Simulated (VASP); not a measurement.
## K: relaxation of cell and atoms with r2SCAN

Crystal: K.

```xyz
1
Lattice="-2.6125 2.6125 2.6125 2.6125 -2.6125 2.6125 2.6125 2.6125 -2.6125" Properties=species:S:1:pos:R:3 pbc="T T T"
K     0.0000    0.0000    0.0000
```

```
Program                : VASP 6.6.1
Task                   : relaxation of cell and atoms
Functional             : r2SCAN
Potentials or basis    : VASP PAW PBE potentials, release 64 (K_sv)
Cutoff                 : 600 eV
k mesh                 : 10 × 10 × 10
Occupations            : methfessel-paxton, width 0.1 eV
Spin                   : no spin polarisation
Further INCAR settings : ALGO = Normal; EDIFF = 1e-06; IBRION = 2; EDIFFG = -0.01; NSW = 90; ISIF = 3
```

```json
{
  "Relaxed volume": "76.27 Å³/atom",
  "Relaxed cell": "a = 4.627 Å, b = 4.627 Å, c = 4.627 Å, α = 109.47°, β = 109.47°, γ = 109.47°",
  "Space group after relaxing (to 0.05 Å)": "Im-3m (No. 229)",
  "Energy gained by relaxing": "4.1 meV/atom",
  "Ionic steps": "4",
  "Pressure after relaxing": "0.0 GPa",
  "Band gap on the k mesh": "none (metal or under the smearing width)"
}
```

The path:
```csv
step,energy change (eV),largest force (eV/Å),pressure (GPa),volume (Å³)
1,0.0000,0.0000,0.28,71.32
2,-0.0019,0.0000,0.20,72.60
3,-0.0040,0.0000,0.04,75.56
4,-0.0041,0.0000,0.01,76.27
```

Final structure:
```yaml
crystal:
  lattice:
    - [-2.67162, 2.67162, 2.67162]
    - [2.67162, -2.67162, 2.67162]
    - [2.67162, 2.67162, -2.67162]
  atoms:
    - { symbol: K, position: [0.00000, 0.00000, 0.00000] }
```

Levels at points of the mesh, in eV from the Fermi level:
```
           k point  band 3  band 4  band 5  band 6  band 7  band 8
(0.00, 0.00, 0.00)  -16.34  -16.34   -2.24    4.73    4.73    4.73
(0.50, 0.00, 0.00)  -16.36  -16.34    0.58    0.63    3.49    5.37
(0.50, 0.50, 0.50)  -16.39  -16.39    1.81    1.81    3.68    3.68
```

It took 5 min on 1 thread of Intel(R) Xeon(R) 6975P-C (Granite Rapids), with other jobs on the host, peak memory 0.24 GiB.

Caveat: the PAW data sets were made with another functional, which shifts forces and pressure a little. Zero-point motion and thermal expansion aren't in these numbers.
